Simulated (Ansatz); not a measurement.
# GeS: the cost of one run

Program: Ansatz 0.2.0. Level of theory: DFT r2SCAN, scalar-relativistic, plane waves, PAW. These are calculated values, not measurements.

## 1. The structure to begin with

Symmetry: Pnma, No. 62, orthorhombic system. The conventional cell has a = 10.481 Å, b = 3.646 Å, c = 4.299 Å, α = 90.00°, β = 90.00°, γ = 90.00°. Ge (site symmetry m) is surrounded by 3 S at 2.44 to 2.45 Å. S (site symmetry m) is surrounded by 3 Ge at 2.44 to 2.45 Å.

Coordinates:

```
Ge S
1.0
    10.48100    0.00000    0.00000
     0.00000    3.64600    0.00000
     0.00000    0.00000    4.29900
Ge S
4 4
Direct
  0.12210 0.25000 0.12770
  0.37790 0.75000 0.62770
  0.62210 0.25000 0.37230
  0.87790 0.75000 0.87230
  0.84950 0.25000 0.50230
  0.65050 0.75000 0.00230
  0.34950 0.25000 0.99770
  0.15050 0.75000 0.49770
```

The structure comes from the Crystallography Open Database.

(A quick probe on a coarse mesh, which set the mesh and smearing, is not shown.)

## 3. Relaxing cell and atoms

Input file input.yaml:

```yaml
crystal:
  lattice:
    - [10.481, 0.0, 0.0]
    - [0.0, 3.646, 0.0]
    - [0.0, 0.0, 4.299]
  atoms:
    - { symbol: Ge, position: [0.1221, 0.25, 0.1277] }
    - { symbol: Ge, position: [0.3779, 0.75, 0.6277] }
    - { symbol: Ge, position: [0.6221, 0.25, 0.3723] }
    - { symbol: Ge, position: [0.8779, 0.75, 0.8723] }
    - { symbol: S, position: [0.8495, 0.25, 0.5023] }
    - { symbol: S, position: [0.6505, 0.75, 0.0023] }
    - { symbol: S, position: [0.3495, 0.25, 0.9977] }
    - { symbol: S, position: [0.1505, 0.75, 0.4977] }
basis:
  ecutwfc: 500
kpoints:
  mp_grid: { grid: [4, 8, 6] }
hamiltonian:
  xc: r2scan
scf:
  occupations: { method: gaussian, width: 0.02 }
output:
  forces: true
  stress: true
  eigenvalues: true
  write_density: true
  write_potential: true
  elf: true
  volumetric_format: npy
relax:
  adjacent_minimum: "off"
  f_tol: 0.01
  max_steps: 80
  cell: { stress_tol: 0.05 }
```

Launch:

```console
$ ansatz run input.yaml --threads 2 --pin off --max-ram 5120MiB --backend cpu --events-out ev --progress --plain --runs-dir out
```

What time and memory should one allow on 2 threads of Intel Xeon at 2.50GHz (Skylake/Cascade Lake), shared host?

About 7.3 min, with a peak of 1.1 GiB.
